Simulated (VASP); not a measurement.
# P in VASP: further runs

The runs below take P through single point, with PBE+D3(BJ).

All numbers are computed with VASP 6.6.1; they aren't measurements. Logs are shortened: lines on timing, memory, paths and dates and some standing lists are left out, and cuts for length are marked.

**1. The cell of the first run**

The cell holds a slab with vacuum, 4 atoms: a = 3.254 Å, b = 3.254 Å, c = 19.990 Å, α = 90.00°, β = 90.00°, γ = 120.00°.

The cell was built by a generator and needn't be a form met in nature.

**2. Single point, PBE+D3(BJ) (upper layer slid by (0/6, 0/6) of the cell)**

File INCAR:

```
SYSTEM = P
  ALGO = Normal
  DIPOL = 0.5 0.5 0.370
  EDIFF = 1E-6
  ENCUT = 520
  GGA = PE
  IDIPOL = 3
  ISIF = 2
  ISMEAR = 0
  IVDW = 12
  LASPH = .True.
  LCHARG = .False.
  LDIPOL = .True.
  LREAL = .False.
  LWAVE = .False.
  NBANDS = 18
  NELM = 100
  PREC = Accurate
  SIGMA = 0.05
```

File KPOINTS:

```
k-points
0
Gamma
  9 9 1
  0 0 0
```

File POSCAR:

```
P
1.0
    3.2540552129      0.0000000000      0.0000000000
   -1.6270276064      2.8180944797      0.0000000000
    0.0000000000      0.0000000000     19.9904919088
P
4
Direct
    0.3333333333      0.6666666667      0.2873989285
    0.6666666667      0.3333333333      0.2251070169
    0.0000000000      1.0000000000      0.5152695569
    0.3333333333      0.6666666667      0.4529776454
```

Potentials or basis: VASP PAW PBE potentials, release 64 (P).

Command:

```bash
$ cat potpaw_PBE.64/P/POTCAR > POTCAR
$ mpirun -np 1 vasp_std > vasp.out
```

OUTCAR:

```text
SYSTEM = P
   EDIFF = 1E-6
   ENCUT = 520
   GGA = PE
   ISIF = 2
   ISMEAR = 0
   IVDW = 12
   LASPH = .True.
   LREAL = .False.
   NELM = 100
   PREC = Accurate
 IVDW          = 12

 ion  position               nearest neighbor table
   1  0.333  0.667  0.287-   2 2.25   2 2.25   2 2.25
   2  0.667  0.333  0.225-   1 2.25   1 2.25   1 2.25
   3  0.000  0.000  0.515-   4 2.25   4 2.25   4 2.25
   4  0.333  0.667  0.453-   3 2.25   3 2.25   3 2.25

  LATTYP: Found a hexagonal cell.
 ALAT       =     3.2540552129
 C/A-ratio  =     6.1432552925

  Lattice vectors:

 A1 = (   3.2540552129,   0.0000000000,   0.0000000000)
 A2 = (  -1.6270276064,   2.8180944797,   0.0000000000)
 A3 = (   0.0000000000,   0.0000000000,  19.9904919088)

Analysis of symmetry for initial positions (statically):
=====================================================================
 Subroutine PRICEL returns:
 Original cell was already a primitive cell.

 Routine SETGRP: Setting up the symmetry group for a
 hexagonal supercell.

 Subroutine GETGRP returns: Found 12 space group operations
 (whereof  6 operations were pure point group operations)
 out of a pool of 24 trial point group operations.

The static configuration has the point symmetry C_3v.
 The point group associated with its full space group is D_3d.

Analysis of symmetry for dynamics (positions and initial velocities):
=====================================================================
 Subroutine PRICEL returns:
 Original cell was already a primitive cell.

 Routine SETGRP: Setting up the symmetry group for a
 hexagonal supercell.

 Subroutine GETGRP returns: Found 12 space group operations
 (whereof  6 operations were pure point group operations)
 out of a pool of 24 trial point group operations.

The dynamic configuration has the point symmetry C_3v.
 The point group associated with its full space group is D_3d.

 Subroutine INISYM returns: Found 12 space group operations
 (whereof  6 operations are pure point group operations),
 and found     1 'primitive' translations

----------------------------------------------------------------------------------------

                                     Primitive cell

  volume of cell :     183.3175

  direct lattice vectors                    reciprocal lattice vectors
     3.254055213  0.000000000  0.000000000     0.307308861  0.177424853  0.000000000
    -1.627027606  2.818094480  0.000000000     0.000000000  0.354849707  0.000000000
     0.000000000  0.000000000 19.990491909     0.000000000  0.000000000  0.050023782

  length of vectors
     3.254055213  3.254055213 19.990491909     0.354849707  0.354849707  0.050023782

  position of ions in fractional coordinates (direct lattice)
     0.333333333  0.666666667  0.287398928
     0.666666667  0.333333333  0.225107017
     0.000000000  0.000000000  0.515269557
     0.333333333  0.666666667  0.452977645

  ion indices of the primitive-cell ions
   primitive index   ion index
                 1           1
                 2           2
                 3           3
                 4           4

----------------------------------------------------------------------------------------

 KPOINTS: k-points

Automatic generation of k-mesh.
 Grid dimensions read from file:
 generate k-points for:    9    9    1

 Generating k-lattice:

  Cartesian coordinates                     Fractional coordinates (reciprocal lattice)
     0.034145429  0.019713873  0.000000000     0.111111111  0.000000000  0.000000000
     0.000000000  0.039427745  0.000000000     0.000000000  0.111111111  0.000000000
     0.000000000  0.000000000  0.050023782     0.000000000  0.000000000  1.000000000

  Length of vectors
     0.039427745  0.039427745  0.050023782

  Shift w.r.t. Gamma in fractional coordinates (k-lattice)
     0.000000000  0.000000000  0.000000000

 Subroutine IBZKPT returns following result:
 ===========================================

 Found     12 irreducible k-points:

 Following reciprocal coordinates:
            Coordinates               Weight
  0.000000  0.000000  0.000000      1.000000
  0.111111  0.000000  0.000000      6.000000
  0.222222  0.000000  0.000000      6.000000
  0.333333  0.000000  0.000000      6.000000
  0.444444  0.000000  0.000000      6.000000
  0.111111  0.111111  0.000000      6.000000
  0.222222  0.111111  0.000000     12.000000
  0.333333  0.111111  0.000000     12.000000
  0.444444  0.111111  0.000000      6.000000
  0.222222  0.222222  0.000000      6.000000
  0.333333  0.222222  0.000000     12.000000
  0.333333  0.333333  0.000000      2.000000
   k-points           NKPTS =     12   k-points in BZ     NKDIM =     12   number of bands    NBANDS=     18
   number of dos      NEDOS =    301   number of ions     NIONS =      4
   total plane-waves  NPLWV =  86400
   dimension x,y,z NGX =    24 NGY =   24 NGZ =  150
   dimension x,y,z NGXF=    48 NGYF=   48 NGZF=  300
   ions per type =               4
   NGX,Y,Z   is equivalent  to a cutoff of  12.26, 12.26, 12.47 a.u.
   NGXF,Y,Z  is equivalent  to a cutoff of  24.52, 24.52, 24.95 a.u.
 SYSTEM =  P
   PREC   = accura    normal or accurate (medium, high low for compatibility)
   ISTART =      0    job   : 0-new  1-cont  2-samecut
   ICHARG =      2    charge: 1-file 2-atom 10-const
   ISPIN  =      1    spin polarized calculation?
   LNONCOLLINEAR =      F non collinear calculations
   LSORBIT =      F    spin-orbit coupling
   LASPH  =      T    aspherical Exc in radial PAW
   ENCUT  =  520.0 eV  38.22 Ry    6.18 a.u.   6.05  6.05 37.17*2*pi/ulx,y,z
   NELM   =    100;   NELMIN=  2; NELMDL= -5     # of ELM steps
   EDIFF  = 0.1E-05   stopping-criterion for ELM
   LREAL  =      F    real-space projection
   EDIFFG = 0.1E-04   stopping-criterion for IOM
   NSW    =      0    number of steps for IOM
   IBRION =     -1    ionic relax: 0-MD 1-quasi-New 2-CG
   NFREE  =      0    steps in history (QN), initial steepest desc. (CG)
   ISIF   =      2    stress and relaxation
   ISYM   =      2    0-nonsym 1-usesym 2-fastsym
   POTIM  = 0.5000    time-step for ionic-motion
   TEBEG  =    0.0;   TEEND  =   0.0 temperature during run
   PSTRESS=    0.0 pullay stress
   NELECT =      20.0000    total number of electrons
   NUPDOWN=      -1.0000    fix difference up-down
   EMIN   =  10.00;   EMAX   =-10.00  energy-range for DOS
   EFERMI =   0.00;   METHOD = LEGACY
   ISMEAR =     0;   SIGMA  =   0.05  broadening in eV -4-tet -1-fermi 0-gaus
   EFERMI_NEDOS =   21; number of points for ismear=-14 and -15
   IALGO  =     38    algorithm
   IMIX   =      4    mixing-type and parameters
     AMIX     =   0.40;   BMIX     =  1.00
     AMIX_MAG =   1.60;   BMIX_MAG =  1.00
  volume/ion in A,a.u.               =      45.83       309.27
  Fermi-wavevector in a.u.,A,eV,Ry     =   0.782258  1.478254  8.325787  0.611928
  Thomas-Fermi vector in A             =   1.885945
   LORBIT       =      0    0 simple, 1 ext, 2 COOP (PROOUT), +10 PAW based schemes
   GGA     = PE    functional components
   LHFCALC =     F    Hartree Fock is set to
   AEXX    =    0.0000 exact exchange contribution
   IVDW    =    12    specifies the selected vdW correction
   LEPSILON=     F    determine dielectric tensor
   LRPA    =     F    only Hartree local field effects (RPA)
 non-spin polarized calculation
 Gauss-broadening in eV      SIGMA  =   0.05
  energy-cutoff  :      520.00
  volume of cell :      183.32
 maximum number of plane-waves:      4998
   NGX = 13   NGY = 13   NGZ = 75

 dipolmoment           0.000000      0.000000      0.000004 electrons x Angstroem

 number of electron      19.9999996 magnetization

 dipolmoment           0.000000      0.000000     -0.000000 electrons x Angstroem

 Free energy of the ion-electron system (eV)
  ---------------------------------------------------
  ext. energy  EPLUGINS =         0.00000000
  ---------------------------------------------------
  free energy    TOTEN  =       -21.28814442 eV

  energy without entropy =      -21.28814442  energy(sigma->0) =      -21.28814442

 E-fermi :  -0.4875     XC(G=0):  -4.7617

 val. band max:       -0.7408106109   @ k =   0.1111   0.1111   0.0000
 cond. band min:       0.2927673877   @ k =   0.3333   0.0000   0.0000
 fundamental gap:      1.0335779986
 Fermi energy:        -0.4874976603

 k-point     1 :       0.0000    0.0000    0.0000
  band No.  band energies     occupation
      1     -15.6960      2.00000
      2     -15.6125      2.00000
      3      -8.3979      2.00000
      4      -7.6079      2.00000
      5      -2.6883      2.00000
      6      -1.4828      2.00000
[... 10 lines left out ...]
     17       4.0248      0.00000
     18       4.4274      0.00000

 k-point     2 :       0.1111    0.0000    0.0000
  band No.  band energies     occupation
      1     -15.4936      2.00000
      2     -15.4101      2.00000
      3      -8.2515      2.00000
      4      -7.4765      2.00000
      5      -2.9325      2.00000
      6      -2.8546      2.00000
[... 10 lines left out ...]
     17       4.2934      0.00000
     18       4.6280      0.00000

 k-point     3 :       0.2222    0.0000    0.0000
  band No.  band energies     occupation
      1     -14.8939      2.00000
      2     -14.8104      2.00000
      3      -7.9546      2.00000
      4      -7.3046      2.00000
      5      -5.0911      2.00000
      6      -4.9043      2.00000
[... 10 lines left out ...]
     17       4.9484      0.00000
     18       5.3804      0.00000

 k-point     4 :       0.3333    0.0000    0.0000
  band No.  band energies     occupation
      1     -13.9319      2.00000
      2     -13.8483      2.00000
      3      -8.5715      2.00000
      4      -8.3673      2.00000
      5      -5.9211      2.00000
      6      -5.3177      2.00000
[... 10 lines left out ...]
     17       5.5526      0.00000
     18       6.0849      0.00000

 k-point     5 :       0.4444    0.0000    0.0000
  band No.  band energies     occupation
      1     -12.7891      2.00000
      2     -12.7088      2.00000
      3     -10.1117      2.00000
      4     -10.0305      2.00000
      5      -5.2231      2.00000
      6      -4.6092      2.00000
[... 10 lines left out ...]
     17       4.9612      0.00000
     18       5.7134      0.00000

 k-point     6 :       0.1111    0.1111    0.0000
  band No.  band energies     occupation
      1     -15.0922      2.00000
      2     -15.0087      2.00000
      3      -8.0156      2.00000
      4      -7.2994      2.00000
      5      -4.3879      2.00000
      6      -4.2643      2.00000
[... 10 lines left out ...]
     17       4.8975      0.00000
     18       4.9178      0.00000

 k-point     7 :       0.2222    0.1111    0.0000
  band No.  band energies     occupation
      1     -14.3071      2.00000
      2     -14.2235      2.00000
      3      -8.0533      2.00000
      4      -7.6744      2.00000
      5      -5.7293      2.00000
      6      -5.2853      2.00000
[... 10 lines left out ...]
     17       5.5339      0.00000
     18       5.7669      0.00000

 k-point     8 :       0.3333    0.1111    0.0000
  band No.  band energies     occupation
      1     -13.2082      2.00000
      2     -13.1247      2.00000
      3      -9.3681      2.00000
      4      -9.2467      2.00000
      5      -5.5413      2.00000
      6      -5.0226      2.00000
[... 10 lines left out ...]
     17       5.5059      0.00000
     18       6.2667      0.00000

 k-point     9 :       0.4444    0.1111    0.0000
  band No.  band energies     occupation
      1     -12.3440      2.00000
      2     -12.2689      2.00000
      3     -10.4391      2.00000
      4     -10.3797      2.00000
      5      -5.1978      2.00000
      6      -5.0140      2.00000
[... 10 lines left out ...]
     17       5.1246      0.00000
     18       5.6327      0.00000

 k-point    10 :       0.2222    0.2222    0.0000
  band No.  band energies     occupation
      1     -13.3650      2.00000
      2     -13.2807      2.00000
      3      -8.8989      2.00000
      4      -8.7372      2.00000
      5      -5.4362      2.00000
      6      -5.4320      2.00000
[... 10 lines left out ...]
     17       5.6583      0.00000
     18       5.6727      0.00000

 k-point    11 :       0.3333    0.2222    0.0000
  band No.  band energies     occupation
      1     -12.2119      2.00000
      2     -12.1281      2.00000
      3     -10.1819      2.00000
      4     -10.0896      2.00000
      5      -6.2222      2.00000
      6      -6.2052      2.00000
[... 10 lines left out ...]
     17       5.9295      0.00000
     18       6.1166      0.00000

 k-point    12 :       0.3333    0.3333    0.0000
  band No.  band energies     occupation
      1     -11.1709      2.00000
      2     -11.0713      2.00000
      3     -11.0713      2.00000
      4     -11.0032      2.00000
      5      -6.8467      2.00000
      6      -6.8467      2.00000
[... 10 lines left out ...]
     17       7.0407      0.00000
     18       7.0407      0.00000

------------------------ aborting loop because EDIFF is reached ----------------------------------------

 vacuum level on the upper side and lower side of the slab       (xc-potential included)        -0.168        -0.168

 Edisp (eV)   -1.06586

 E8    (eV) :    -0.4160

  FORCE on cell =-STRESS in cart. coord.  units (eV):
  Direction    XX          YY          ZZ          XY          YZ          ZX
  --------------------------------------------------------------------------------------
  -------------------------------------------------------------------------------------
  Total      -0.24448    -0.24448     0.97080    -0.00000     0.00000    -0.00000
  in kB      -2.13671    -2.13671     8.48471    -0.00000     0.00000    -0.00000
  external pressure =        1.40 kB  Pullay stress =        0.00 kB

 VOLUME and BASIS-vectors are now :
 -----------------------------------------------------------------------------
  energy-cutoff  :      520.00
  volume of cell :      183.32
      direct lattice vectors                 reciprocal lattice vectors
     3.254055213  0.000000000  0.000000000     0.307308861  0.177424853  0.000000000
    -1.627027606  2.818094480  0.000000000     0.000000000  0.354849707  0.000000000
     0.000000000  0.000000000 19.990491909     0.000000000  0.000000000  0.050023782

 POSITION                                       TOTAL-FORCE (eV/Angst)
 -----------------------------------------------------------------------------------
     -0.00000      1.87873      5.74525        -0.000000     -0.000000     -0.343766
      1.62703      0.93936      4.50000        -0.000000     -0.000000      0.024593
      0.00000      0.00000     10.30049         0.000000      0.000000     -0.024593
     -0.00000      1.87873      9.05525         0.000000     -0.000000      0.343766
 -----------------------------------------------------------------------------------
    total drift:                                0.000000     -0.000000     -0.000010

  FREE ENERGIE OF THE ION-ELECTRON SYSTEM (eV)
  ---------------------------------------------------
  free  energy   TOTEN  =       -22.3539998042 eV

  energy  without entropy=      -22.3539998042  energy(sigma->0) =      -22.35399980

 vacuum level on the upper side and lower side of the slab         4.649         4.649
```

Wall time 61 s (1 thread of Intel Xeon Platinum 8259CL at 2.50GHz (Skylake/Cascade Lake), shared host); peak memory 0.28 GiB.

What came out:

* Free energy: -22.3540 eV
* Largest force: 0.344 eV/Å
* Band gap on the k mesh: 1.03 eV, indirect (least direct gap 1.54 eV)
* Dispersion energy per atom: -0.266 eV

Forces in eV/Å, atoms in the order of the input:
```
P    0.000  0.000 -0.344
P    0.000  0.000  0.025
P    0.000  0.000 -0.025
P    0.000  0.000  0.344
```

**3. Single point, PBE+D3(BJ) (upper layer slid by (1/6, 2/6) of the cell)**

File INCAR:

```
  PREC = Accurate
  ENCUT = 520
  EDIFF = 1E-6
  ISMEAR = 0
  SIGMA = 0.05
  LREAL = F
  LASPH = T
  NELM = 60
  ALGO = Normal
  ISIF = 2
  LWAVE = F
  LCHARG = F
  LDIPOL = T
  IDIPOL = 3
  DIPOL = 0.5 0.5 0.370
  GGA = PE
  IVDW = 12
  NBANDS = 18
```

File KPOINTS:

```
regular mesh
0
Gamma
  9 9 1
```

Changes to POSCAR since step 2:

```diff
@@ -10,3 +10,3 @@
     0.6666666667      0.3333333333      0.2251070169
-    0.0000000000      1.0000000000      0.5152695569
-    0.3333333333      0.6666666667      0.4529776454
+    0.1666666667      1.3333333333      0.5152695569
+    0.5000000000      1.0000000000      0.4529776454
```

Potentials or basis: VASP PAW PBE potentials, release 64 (P).

Command:

```bash
$ cat potpaw_PBE.64/P/POTCAR > POTCAR
$ mpirun -np 1 vasp_std > vasp.out
```

OUTCAR:

```text
PREC = Accurate
   ENCUT = 520
   EDIFF = 1E-6
   ISMEAR = 0
   LREAL = F
   LASPH = T
   NELM = 60
   ISIF = 2
   GGA = PE
   IVDW = 12
 IVDW          = 12

 ion  position               nearest neighbor table
   1  0.333  0.667  0.287-   2 2.25   2 2.25   2 2.25
   2  0.667  0.333  0.225-   1 2.25   1 2.25   1 2.25
   3  0.167  0.333  0.515-   4 2.25   4 2.25   4 2.25
   4  0.500  0.000  0.453-   3 2.25   3 2.25   3 2.25

  LATTYP: Found a hexagonal cell.
 ALAT       =     3.2540552129
 C/A-ratio  =     6.1432552925

  Lattice vectors:
[... 712 lines left out ...]
  --------------------------------------------------------------------------------------
  -------------------------------------------------------------------------------------
  Total      -0.15093    -0.24426     0.14498    -0.00000     0.48325     0.00000
  in kB      -1.31911    -2.13485     1.26714    -0.00000     4.22355     0.00000
  external pressure =       -0.73 kB  Pullay stress =        0.00 kB

 VOLUME and BASIS-vectors are now :
 -----------------------------------------------------------------------------
  energy-cutoff  :      520.00
  volume of cell :      183.32
      direct lattice vectors                 reciprocal lattice vectors
     3.254055213  0.000000000  0.000000000     0.307308861  0.177424853  0.000000000
    -1.627027606  2.818094480  0.000000000     0.000000000  0.354849707  0.000000000
     0.000000000  0.000000000 19.990491909     0.000000000  0.000000000  0.050023782

 POSITION                                       TOTAL-FORCE (eV/Angst)
 -----------------------------------------------------------------------------------
     -0.00000      1.87873      5.74525        -0.000000     -0.073781     -0.182090
      1.62703      0.93936      4.50000        -0.000000     -0.041171      0.074684
      0.00000      0.93936     10.30049         0.000000      0.041171     -0.074684
      1.62703      0.00000      9.05525         0.000000      0.073781      0.182090
 -----------------------------------------------------------------------------------
    total drift:                               -0.000000     -0.000000     -0.000007

  FREE ENERGIE OF THE ION-ELECTRON SYSTEM (eV)
  ---------------------------------------------------
  free  energy   TOTEN  =       -22.4293351338 eV

  energy  without entropy=      -22.4293351338  energy(sigma->0) =      -22.42933513

 vacuum level on the upper side and lower side of the slab         4.627         4.627
```

It took 1.8 min on 1 thread of Intel Xeon Platinum 8259CL at 2.50GHz (Skylake/Cascade Lake), shared host; peak memory 0.29 GiB.

What came out:

```yaml
Free_energy: -22.4293 eV
Largest_force: 0.196 eV/Å
Band_gap_on_the_k_mesh: 1.14 eV, indirect (least direct gap 1.68 eV)
Dispersion_energy_per_atom: -0.267 eV
```

Forces on the atoms (eV/Å):
```
P    0.000 -0.074 -0.182
P    0.000 -0.041  0.075
P    0.000  0.041 -0.075
P    0.000  0.074  0.182
```

Levels at points of the mesh, in eV from the valence-band top:
```
           k point  band 7  band 8  band 9  band 10  band 11  band 12  band 13  band 14
(0.00, 0.00, 0.00)   -0.64   -0.64   -0.64    -0.18     3.33     3.36     3.40     3.42
```

[end of part 1 of 2]
